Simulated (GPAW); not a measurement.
Runs of GPAW 26.7.0 on SrO. The structure is cubic, space group Fm-3m (No. 225). Conventional cell: a = 5.133 Å, b = 5.133 Å, c = 5.133 Å, α = 90.00°, β = 90.00°, γ = 90.00°. Around Sr (site symmetry m-3m) lie 6 O at 2.57 Å. O (site symmetry m-3m) has 6 Sr at 2.57 Å as nearest neighbours. 

| level | potentials or basis | eigensolver | gap on the mesh (eV) | pressure (GPa) |
| --- | --- | --- | --- | --- |
| BLYP | PAW data sets generated in the run's folder for this functional, pw | davidson | 3.55 | 6.7 |
| PBEsol | PAW data sets generated in the run's folder for this functional, pw | - | 3.31 | 0.0 |
| RPBE | the program's PAW data sets (release 1.2.1) made for this functional, pw | - | (b) | 6.9 |
| r2SCAN | GPAW PAW data sets (gpaw-data 1.2.1), pw | - | 3.89 | 2.1 |
| LDA | the program's PAW data sets (release 1.2.1) made for this functional, pw | - | (a) | -3.2 |

Alike in all rows: task band structure; no spin polarisation; cell as given; k mesh 9 × 9 × 9; cutoff (eV) 800; smearing fermi-dirac 0.05 eV.

**Question.** Fill in the values left out.

**Answer.** (a) 3.26; (b) 3.54.

Caveats: the PAW data sets were made with another functional, which shifts forces and pressure a little (some runs).

A k mesh can miss the band edges, and the runs leave out spin-orbit coupling on Sr.

Runs at the PBE level aren't shown here.
